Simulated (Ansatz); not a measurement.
**MnO (R-3m): equation of state**

One table from this session's results is given with a row withheld; the runs are named, their logs left out.

Program: Ansatz 0.2.0. Level of theory: DFT PBE, scalar-relativistic, plane waves, PAW. These are calculated values, not measurements.

### Starting point

Symmetry: R-3m, No. 166, trigonal system. Conventional cell: a = 3.183 Å, b = 3.183 Å, c = 7.444 Å, α = 90.00°, β = 90.00°, γ = 120.00°. Mn (site symmetry -3m) is surrounded by 6 O at 2.22 Å. Around O (site symmetry -3m) lie 6 Mn at 2.22 Å.

As a file:

```cif
data_structure
_symmetry_space_group_name_H-M 'P 1'
_symmetry_Int_Tables_number 1
_cell_length_a 5.2920
_cell_length_b 5.2920
_cell_length_c 5.2920
_cell_angle_alpha 35.001
_cell_angle_beta 35.001
_cell_angle_gamma 35.001
_cell_volume 43.54
loop_
_atom_site_label
_atom_site_type_symbol
_atom_site_fract_x
_atom_site_fract_y
_atom_site_fract_z
_atom_site_occupancy
Mn1 Mn 0.00000 0.00000 0.00000 1
O1 O 0.25000 0.25000 0.25000 1
Mn2 Mn 0.50000 0.50000 0.50000 1
O2 O 0.75000 0.75000 0.75000 1
```

An earlier run at PBE left this cell at 10.884 Å³/atom and 0.00 GPa (8×8×8 mesh). The large moments point both ways and cancel.

Volume factors to run: 0.980, 1.020, 0.960, 1.040.

The first run:

input.yaml

```yaml
crystal:
  lattice:
    - [-2.1008449541, -2.1008449541, 4.3362657094]
    - [-4.3362657094, -2.1008449541, 2.1008449541]
    - [-2.1008449541, -4.3362657094, 2.1008449541]
  atoms:
    - { symbol: Mn, position: [0.0, 0.0, 0.0], spin: 4.45 }
    - { symbol: O, position: [1.2500000019, -0.7499999981, -0.7499999981] }
    - { symbol: Mn, position: [0.5, 0.5, 0.5], spin: -4.45 }
    - { symbol: O, position: [1.7499999981, -0.2500000019, -0.2500000019] }
basis:
  ecutwfc: 420
  ecutrho_ratio: 4
kpoints:
  mp_grid: { grid: [8, 8, 8] }
hamiltonian:
  xc: pbe
scf:
  occupations: { method: gaussian, width: 0.05 }
output:
  forces: true
  stress: true
  eigenvalues: true
  populations: true
magnetization:
  spin_polarized: true
relax:
  f_tol: 0.01
  max_steps: 40
  cell: { stress_tol: 0.1, fix: [volume] }
```

The run is started by

```bash
ansatz run input.yaml --threads 2 --pin off --max-ram 5120MiB --backend cpu --events-out ev --progress --plain --runs-dir out
```

Among the steps run: At 0.980 of the relaxed volume; Volume × 1.020; Scaling the volume by 0.960; At 1.040 of the relaxed volume.

One of the session's tables, all rows but one given; the rest of the session is left out.

It belongs to the step «Energy and pressure against volume». 

```
volume (Å³/atom)  energy (meV/atom)  pressure (GPa)  gap (eV)  moment of atom 1 (μB)
          10.449               8.49            6.45      0.96                   3.99
          10.666               2.06            3.06      0.91                   4.02
          10.884               0.00            0.00      0.85                   4.04
          11.102                  ?               ?         ?                      ?
          11.319               7.43           -5.27      0.75                   4.09
```

**Question.** Estimate the row for volume (Å³/atom) = 11.102.

Worked estimate for «energy (meV/atom)». A straight line through the neighbours (10.884, 0.00) and (11.319, 7.43) gives 0.00 + (7.43 − 0.00) × (11.102 − 10.884) / (11.319 − 10.884) = 3.72; a parabola fitted to 3 rows on both sides gives 1.80.

As computed: energy (meV/atom): 1.93; pressure (GPa): -2.77; gap (eV): 0.80; moment of atom 1 (μB): 4.07. In «energy (meV/atom)» the line misses by +1.79 and the parabola by -0.13.

Caveats from the session: Warnings in the runs' records: anti translation declined, stability check not made.
